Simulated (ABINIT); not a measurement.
**BAs: equation of state with BP86**

**Experimental background.**

“Basic Physical Properties of Cubic Boron Arsenide”, 2019, arxiv:1911.11281 quotes, for a bulk crystal of BAs: bulk modulus 148 GPa.

BAs:

```
As B
1.0
     0.00000    2.38850    2.38850
     2.38850    0.00000    2.38850
     2.38850    2.38850    0.00000
As B
1 1
Direct
  0.75000 0.75000 0.75000
  0.00000 0.00000 0.00000
```

```
Program                                         : ABINIT 10.8.3 (patched build)
Task                                            : equation of state
Functional                                      : BP86
Potentials or basis                             : JTH PAW PBE v2.0
Cutoff                                          : 408 eV
k mesh                                          : 10 × 10 × 10
Occupations                                     : fermi-dirac, width 0.05 eV
Spin                                            : no spin polarisation
Fine-grid cutoff                                : 816.342 eV
Exchange and correlation inside the PAW spheres : full angular mesh (pawxcdev 0, this build's default; the released program takes 1)
```

```json
{
  "Equilibrium volume": "14.02 Å³/atom",
  "Bulk modulus": "128 GPa",
  "Pressure derivative of the bulk modulus": "4.1"
}
```

Energy against volume, from the lowest point:
```
volume (Å³/atom)  energy (meV/atom)
          12.809              48.57
          13.081              28.01
          13.354              13.41
          13.626               4.24
          13.899               0.00
          14.171               0.15
          14.444               4.35
```

It took 60 s on 1 thread of Arm Neoverse V2, with other jobs on the host, peak memory 0.13 GiB.

Against the measured bulk modulus of BAs, 148 GPa (quoted in “Basic Physical Properties of Cubic Boron Arsenide”, 2019, arxiv:1911.11281), the calculated 128 GPa is off by -13.4 %. The fit is for a static lattice scaled at fixed shape and fixed fractional positions.

Caveat: pressures at fixed basis lie under the slope of the energies; the PAW data sets were made with another functional, which shifts forces and pressure a little.
